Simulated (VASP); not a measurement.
The system is SnSe.

```
Sn Se
1.0
     0.00000    3.01000    3.01000
     3.01000    0.00000    3.01000
     3.01000    3.01000    0.00000
Sn Se
1 1
Direct
  0.00000 0.00000 0.00000
  0.50000 0.50000 0.50000
```

The cell was built by a generator and needn't be a form met in nature.

* Program: VASP 6.6.1
* Task: relaxation of cell and atoms
* Functional: PBEsol
* Potentials or basis: VASP PAW PBE potentials, release 64 (Sn_d, Se)
* Cutoff: 600 eV
* k mesh: 10 × 10 × 10
* Occupations: gaussian, width 0.03 eV
* Spin: no spin polarisation

At the start: pressure -1.8 GPa; volume 27.27 Å³/atom.

Q: How do energy, volume and symmetry change on relaxing?

A: Over 3 steps the energy falls by 5.3 meV/atom and the volume is 26.35 Å³/atom (-3.4 %); space group Fm-3m (No. 225, to 0.05 Å).

Step by step:
```csv
step,energy change (eV),largest force (eV/Å),pressure (GPa),volume (Å³)
1,0.0000,0.0000,-1.79,54.54
2,-0.0096,0.0000,0.58,52.17
3,-0.0105,0.0000,0.01,52.71
```

Final structure:
```
CELL_PARAMETERS angstrom
0.00000 2.97584 2.97584
2.97584 0.00000 2.97584
2.97584 2.97584 0.00000
ATOMIC_POSITIONS crystal
Sn 0.00000 0.00000 0.00000
Se 0.50000 0.50000 0.50000
```

Caveat: the PAW data sets were made with another functional, which shifts forces and pressure a little.
